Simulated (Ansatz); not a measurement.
The system is Cs2AgBiBr6.

```
CELL_PARAMETERS angstrom
0.00000 5.61610 5.61610
5.61610 0.00000 5.61610
5.61610 5.61610 0.00000
ATOMIC_POSITIONS crystal
Bi 0.00000 0.00000 0.00000
Cs 0.75000 0.75000 0.75000
Cs 0.25000 0.25000 0.25000
Ag 0.50000 0.50000 0.50000
Br 0.74945 0.74945 0.25055
Br 0.25055 0.25055 0.74945
Br 0.74945 0.25055 0.25055
Br 0.74945 0.25055 0.74945
Br 0.25055 0.74945 0.74945
Br 0.25055 0.74945 0.25055
```

Base run:

| Item | Value |
| --- | --- |
| Program | Ansatz 0.2.0 |
| Functional | PBE |
| Potentials or basis | Ansatz PAW |
| Cutoff | 420 eV (not typed: the program's choice for these potentials) |
| k mesh | 4 × 4 × 4 |
| Occupations | fermi-dirac, width 0.05 eV |
| Spin | no spin polarisation |

Its results: band gap on the k mesh 1.26 eV, indirect (least direct gap 2.47 eV); pressure 1.9 GPa; largest force 0.290 eV/Å.

The run is repeated on the same cell with these changes: functional from PBE to PBEsol. What comes out?

Band gap on the k mesh 1.17 eV, indirect (least direct gap 2.39 eV); pressure 0.0 GPa; largest force 0.302 eV/Å.

PBEsol binds more tightly than PBE, so the same cell stands under less pressure.

Caveats: spin-orbit coupling is left out, which as a rule narrows the gap of such compounds by several tenths of an eV; the PAW data sets come from PBE, with cores solved anew for the run's functional, which leaves a small shift of forces and pressure (some runs).
